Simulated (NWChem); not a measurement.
# C4H6 (Bicyclo[1.1.0]butane) at 6 levels

Wanted: a comparison of 6 runs (HF/3-21G, HF/def2-SVP, B3LYP/6-31G*, PBE0/def2-SVP, MP2/3-21G) of C4H6 (Bicyclo[1.1.0]butane). 

The results are computed with NWChem 7.3.0.

## Step 1: The structure to begin with

The species is C4H6 (10 atoms), meant as a singlet with charge 0. As SMILES, `C1C2CC12`. The shape is that of a PBE0-D4/def2-TZVP optimisation.

Bond lengths: C1–C2 1.489 Å, C2–C3 1.489 Å, C1–C4 1.489 Å, C2–C4 1.478 Å, C3–C4 1.489 Å, C1–H5 1.086 Å, C1–H6 1.091 Å, C2–H7 1.078 Å, C3–H8 1.091 Å, C3–H9 1.086 Å, C4–H10 1.078 Å. Some angles: C1–C2–C3 98.3°, C1–C2–C4 60.3°, C3–C2–C4 60.3°, C2–C1–C4 59.5°, C2–C3–C4 59.5°, C1–C4–C2 60.3°, C1–C4–C3 98.3°, C2–C4–C3 60.3°, C1–C2–H7 130.1°, C3–C2–H7 130.1°.

## Step 2: Energy and gradient at HF/3-21G (run 1)

c4h6.xyz

```xyz
10
C4H6
C     -0.500360     0.926240    -0.506260
C     -0.480080    -0.553570    -0.339790
C      0.234320    -0.614330     0.965540
C      0.762290     0.222750    -0.147350
H     -0.581140     1.306650    -1.520300
H     -0.999060     1.537560     0.247130
H     -0.700790    -1.335320    -1.047900
H     -0.206710    -0.123920     1.834450
H      0.771970    -1.530770     1.190450
H      1.699560     0.164700    -0.675970
```

c4h6.nw

```
START c4h6
TITLE "C4H6"
memory 2200 mb
charge 0
GEOMETRY noautosym nocenter noautoz
   load format xyz c4h6.xyz
END
BASIS spherical bse
   C library 3-21G
   H library 3-21G
END
SCF
   thresh 1e-08
   maxiter 80
   print low
END
TASK scf gradient
```

The run is started by

```bash
nwchem c4h6.nw > c4h6.out
```

Log:

```text
[...]
  functions       =    48
[...]
  wavefunction    = RHF
[...]
         Total SCF energy =   -153.983797898020
      One-electron energy =   -437.621421184637
      Two-electron energy =    166.670297404491
 Nuclear repulsion energy =    116.967325882126
        Time for solution =      1.0s
[...]
                         RHF ENERGY GRADIENTS
    atom               coordinates                        gradient
                 x          y          z           x          y          z
   1 C      -0.945543   1.750340  -0.956693    0.015726  -0.025263   0.000460
   2 C      -0.907220  -1.046096  -0.642110    0.009024   0.025043   0.021714
   3 C       0.442801  -1.160915   1.824606    0.000930   0.005768  -0.029189
   4 C       1.440519   0.420936  -0.278451   -0.030629   0.000255   0.015559
   5 H      -1.098195   2.469210  -2.872950   -0.000856   0.003361  -0.008126
   6 H      -1.887950   2.905567   0.467008   -0.004434   0.005303   0.007239
   7 H      -1.324301  -2.523389  -1.980244    0.001193  -0.008376  -0.009363
   8 H      -0.390625  -0.234175   3.466608   -0.004210   0.004835   0.007688
   9 H       1.458812  -2.892736   2.249624    0.004282  -0.007417   0.002170
  10 H       3.211703   0.311238  -1.277398    0.008974  -0.003510  -0.008153
[...]
```

Wall time 1.7 s (1 thread of Intel Xeon 6975P-C (Granite Rapids), shared host); peak memory 0.097 GiB.

## Step 3: Energy and gradient at HF/def2-SVP (run 2)

struct.nw

```
start struct
title "C4H6"
memory 2200 mb
geometry noautosym nocenter noautoz
C     -0.500360     0.926240    -0.506260
C     -0.480080    -0.553570    -0.339790
C      0.234320    -0.614330     0.965540
C      0.762290     0.222750    -0.147350
H     -0.581140     1.306650    -1.520300
H     -0.999060     1.537560     0.247130
H     -0.700790    -1.335320    -1.047900
H     -0.206710    -0.123920     1.834450
H      0.771970    -1.530770     1.190450
H      1.699560     0.164700    -0.675970
end
basis spherical bse
* library def2-SVP
end
scf
singlet
rhf
thresh 1e-08
maxiter 80
end
task scf gradient
```

The run is started by

```bash
nwchem struct.nw > struct.out
```

Log:

```text
[...]
  functions       =    86
[...]
  wavefunction    = RHF
[...]
         Total SCF energy =   -154.762268414913
      One-electron energy =   -438.833669173821
      Two-electron energy =    167.104074876783
 Nuclear repulsion energy =    116.967325882125
        Time for solution =      5.4s
[...]
                         RHF ENERGY GRADIENTS
    atom               coordinates                        gradient
                 x          y          z           x          y          z
   1 C      -0.945543   1.750340  -0.956693   -0.000521   0.001342  -0.001998
   2 C      -0.907220  -1.046096  -0.642110   -0.007521  -0.004137  -0.000570
   3 C       0.442801  -1.160915   1.824606    0.001040  -0.001925   0.001120
   4 C       1.440519   0.420936  -0.278451    0.006886   0.004856   0.001650
   5 H      -1.098195   2.469210  -2.872950    0.000318  -0.000394  -0.000543
   6 H      -1.887950   2.905567   0.467008    0.000109  -0.000585   0.001667
   7 H      -1.324301  -2.523389  -1.980244    0.000905   0.000336  -0.000101
   8 H      -0.390625  -0.234175   3.466608   -0.000884   0.001499  -0.000323
   9 H       1.458812  -2.892736   2.249624    0.000304  -0.000369  -0.000567
  10 H       3.211703   0.311238  -1.277398   -0.000636  -0.000623  -0.000335
[...]
```

Run time: 7.2 s. Hardware: 1 thread of Intel Xeon 6975P-C (Granite Rapids), shared host; peak memory 0.099 GiB.

Runs 3 to 4 aren't shown in full; the table further down has their settings and results.

## Step 4: Energy and gradient at PBE0/def2-SVP (run 5)

run.py

```python
from ase import Atoms
from ase.calculators.nwchem import NWChem

system = Atoms('CCCCHHHHHH', positions=[
    [-0.500360, 0.926240, -0.506260],
    [-0.480080, -0.553570, -0.339790],
    [0.234320, -0.614330, 0.965540],
    [0.762290, 0.222750, -0.147350],
    [-0.581140, 1.306650, -1.520300],
    [-0.999060, 1.537560, 0.247130],
    [-0.700790, -1.335320, -1.047900],
    [-0.206710, -0.123920, 1.834450],
    [0.771970, -1.530770, 1.190450],
    [1.699560, 0.164700, -0.675970],
])

calc = NWChem(
    label='mol',
    theory='dft',
    memory='2200 mb',
    basis='def2-SVP',
    basispar='spherical bse',
    dft={'xc': 'pbe0', 'mult': '1', 'grid': 'xfine', 'convergence': 'energy 1e-08', 'iterations': '100', 'mulliken': None},
)
system.calc = calc

forces = system.get_forces()
e = system.get_potential_energy()
print(f"E = {e:.6f} eV")
print("forces (eV/A):")
for s, f in zip(system.symbols, forces):
    print(f"{s:2s} {f[0]:10.5f} {f[1]:10.5f} {f[2]:10.5f}")
print("dipole (e A):", system.get_dipole_moment().round(4))
```

The run is started by

```bash
export ASE_NWCHEM_COMMAND="nwchem PREFIX.nwi > PREFIX.nwo"
python run.py
```

Log:

```text
E = -4235.554321 eV
forces (eV/A):
C     0.11081   -0.19648    0.07585
C     0.07868    0.20790    0.17807
C    -0.03265    0.10408   -0.21114
C    -0.25505   -0.00026    0.12686
H    -0.03332    0.13421   -0.32303
H    -0.16995    0.21638    0.22399
H    -0.10552   -0.30298   -0.26441
H    -0.13282    0.13838    0.29840
H     0.17118   -0.29444    0.08649
H     0.36870   -0.00674   -0.19108
dipole (e A): [ 0.0689 -0.0808 -0.119 ]
```

The calculator wrote mol.nwi:

```
title "mol"

permanent_dir mol

scratch_dir mol

start mol

geometry units angstrom nocenter noautosym noautoz
  C  -5.0036000000000003e-01 9.2623999999999995e-01 -5.0626000000000004e-01
  C  -4.8008000000000001e-01 -5.5357000000000001e-01 -3.3978999999999998e-01
  C  2.3432000000000000e-01 -6.1433000000000004e-01 9.6553999999999995e-01
  C  7.6229000000000002e-01 2.2275000000000000e-01 -1.4735000000000001e-01
  H  -5.8113999999999999e-01 1.3066500000000001e+00 -1.5203000000000000e+00
  H  -9.9905999999999995e-01 1.5375600000000000e+00 2.4712999999999999e-01
  H  -7.0079000000000002e-01 -1.3353200000000001e+00 -1.0479000000000001e+00
  H  -2.0671000000000000e-01 -1.2392000000000000e-01 1.8344499999999999e+00
  H  7.7197000000000005e-01 -1.5307700000000000e+00 1.1904500000000000e+00
  H  1.6995600000000000e+00 1.6470000000000001e-01 -6.7596999999999996e-01
end

memory 2200 mb

basis spherical bse noprint
   * library def2-SVP
end

dft
  xc pbe0
  mult 1
  grid xfine
  convergence energy 1e-08
  iterations 100
  mulliken
end

task dft gradient
```

mol.nwo:

```text
Northwest Computational Chemistry Package (NWChem) 7.3.0
             --------------------------------------------------------

           Job information
           ---------------

    nwchem branch   = 7.3.0
    use scalapack   = T
    input           = mol.nwi
    prefix          = mol.
    data base       = mol/mol.db
    status          = startup
    nproc           =        1

           Memory information
           ------------------

[... 5 lines left out ...]
    hardfail = no
[... 114 lines left out ...]
  convergence criterion.
[... 40 lines left out ...]
          Spatial weights used:  Erf1
[... 32 lines left out ...]
 1-e energy   =    -435.555718
[... 46 lines left out ...]
           Coulomb energy =      190.438591136733
[... 680 lines left out ...]
          Convergence on density requested:  1.00D-05
[... 26 lines left out ...]
          total energy or number of iterations.
[... 36 lines left out ...]
                 ----------------------------------------
                 |  Time  |  1-e(secs)   |  2-e(secs)   |
                 ----------------------------------------
                 |  CPU   |       0.01   |       0.94   |
                 ----------------------------------------
                 |  WALL  |       0.01   |       0.94   |
                 ----------------------------------------

 Task  times  cpu:       27.2s     wall:       27.2s
 Total times  cpu:       27.3s     wall:       27.3s
```

It took 28 s on 1 thread of Intel Xeon 6975P-C (Granite Rapids), shared host; peak memory 0.15 GiB.

## Step 5: Energy and forces at MP2/3-21G (run 6)

run.py

```python
from ase import Atoms
from ase.calculators.nwchem import NWChem

molecule = Atoms('CCCCHHHHHH', positions=[
    [-0.500360, 0.926240, -0.506260],
    [-0.480080, -0.553570, -0.339790],
    [0.234320, -0.614330, 0.965540],
    [0.762290, 0.222750, -0.147350],
    [-0.581140, 1.306650, -1.520300],
    [-0.999060, 1.537560, 0.247130],
    [-0.700790, -1.335320, -1.047900],
    [-0.206710, -0.123920, 1.834450],
    [0.771970, -1.530770, 1.190450],
    [1.699560, 0.164700, -0.675970],
])

calc = NWChem(
    label='c4h6',
    theory='mp2',
    memory='2200 mb',
    basis='3-21G',
    basispar='spherical bse',
    scf={'nopen': '0', 'rhf': None, 'thresh': '1e-08', 'maxiter': '80'},
    mp2={'freeze': 'core 4', 'tight': None},
)
molecule.calc = calc

forces = molecule.get_forces()
print("Total energy (eV):", round(molecule.get_potential_energy(), 6))
print("forces (eV/A):")
for s, f in zip(molecule.symbols, forces):
    print(f"{s:2s} {f[0]:10.5f} {f[1]:10.5f} {f[2]:10.5f}")
```

The run is started by

```bash
export ASE_NWCHEM_COMMAND="nwchem PREFIX.nwi > PREFIX.nwo"
python run.py
```

Log:

```text
Total energy (eV): -4199.806522
forces (eV/A):
C    -0.90487    1.50451   -0.22975
C    -1.36227   -1.70603   -1.10604
C     0.05574   -0.51000    1.69503
C     2.31389    0.59156   -0.53602
H     0.01347   -0.01388   -0.02710
H     0.01188   -0.00231   -0.06772
H    -0.11117    0.09246    0.15231
H     0.03713   -0.05533   -0.01717
H     0.01604   -0.01908   -0.02211
H    -0.06978    0.11817    0.15853
```

The calculator wrote c4h6.nwi:

```
title "c4h6"

permanent_dir c4h6

scratch_dir c4h6

start c4h6

geometry units angstrom nocenter noautosym noautoz
  C  -5.0036000000000003e-01 9.2623999999999995e-01 -5.0626000000000004e-01
  C  -4.8008000000000001e-01 -5.5357000000000001e-01 -3.3978999999999998e-01
  C  2.3432000000000000e-01 -6.1433000000000004e-01 9.6553999999999995e-01
  C  7.6229000000000002e-01 2.2275000000000000e-01 -1.4735000000000001e-01
  H  -5.8113999999999999e-01 1.3066500000000001e+00 -1.5203000000000000e+00
  H  -9.9905999999999995e-01 1.5375600000000000e+00 2.4712999999999999e-01
  H  -7.0079000000000002e-01 -1.3353200000000001e+00 -1.0479000000000001e+00
  H  -2.0671000000000000e-01 -1.2392000000000000e-01 1.8344499999999999e+00
  H  7.7197000000000005e-01 -1.5307700000000000e+00 1.1904500000000000e+00
  H  1.6995600000000000e+00 1.6470000000000001e-01 -6.7596999999999996e-01
end

memory 2200 mb

basis spherical bse noprint
   * library 3-21G
end

scf
  nopen 0
  rhf
  thresh 1e-08
  maxiter 80
end
mp2
  freeze core 4
  tight
end

task mp2 gradient
```

c4h6.nwo:

```text
Northwest Computational Chemistry Package (NWChem) 7.3.0
             --------------------------------------------------------

           Job information
           ---------------

    nwchem branch   = 7.3.0
    use scalapack   = T
    input           = c4h6.nwi
    prefix          = c4h6.
    data base       = c4h6/c4h6.db
    status          = startup
    nproc           =        1

           Memory information
           ------------------

[... 5 lines left out ...]
    hardfail = no
[... 145 lines left out ...]
 Convergence threshold     :          1.000E-08
[... 16 lines left out ...]
      One-electron energy =   -437.621421184598
[... 35 lines left out ...]
                       ROHF Final Molecular Orbital Analysis
[... 345 lines left out ...]
  MP2 natural orbitals output to c4h6/c4h6.mp2nos
[... 11 lines left out ...]
                 ----------------------------------------
                 |  Time  |  1-e(secs)   |  2-e(secs)   |
                 ----------------------------------------
                 |  CPU   |       0.00   |       0.12   |
                 ----------------------------------------
                 |  WALL  |       0.00   |       0.12   |
                 ----------------------------------------
 -----------------------
 Task  times  cpu:        2.3s     wall:        2.3s
 Total times  cpu:        2.3s     wall:        2.3s
```

Wall time 3.3 s (1 thread of Intel Xeon 6975P-C (Granite Rapids), shared host); peak memory 0.12 GiB.

## Step 6: The series

```csv
run,level,iteration cap,module,energy (Eh),largest force (eV/Å),wall time
1,HF/3-21G,80,scf,-153.983798,1.767,1.7 s
2,HF/def2-SVP,80,scf,-154.762268,0.442,7.2 s
3,B3LYP/6-31G* (spherical functions),100,dft,-155.944960,0.494,21 s
4,B3LYP/6-31G* (Cartesian functions),100,dft,-155.947628,0.494,25 s
5,PBE0/def2-SVP,100,dft,-155.653752,0.416,28 s
6,MP2/3-21G,80,mp2,-154.340044,2.448,3.3 s
```

## Step 7: Summary of results

| quantity | value |
| --- | --- |
| run 6: total energy | -154.34004 Eh |
| run 6: dipole moment (of the density that the program reports) | 0.87 D |
| run 6: HOMO energy (Hartree–Fock orbitals) | -9.68 eV |
| run 6: LUMO energy (Hartree–Fock orbitals) | 7.38 eV |
| run 6: HOMO–LUMO gap (Hartree–Fock orbitals) | 17.06 eV |
| run 6: correlation energy (4 core orbitals frozen) | -356.2 mEh |
| run 6: largest force on an atom | 2.448 eV/Å |

Over runs 2, 4, 5, 6 the dipole moment (its size) runs from 0.76 D (HF/def2-SVP) to 0.87 D (MP2/3-21G). The two ends differ in method and basis. Totals of different functionals can't be ranked against each other. All runs together took 86 s, the longest 28 s.
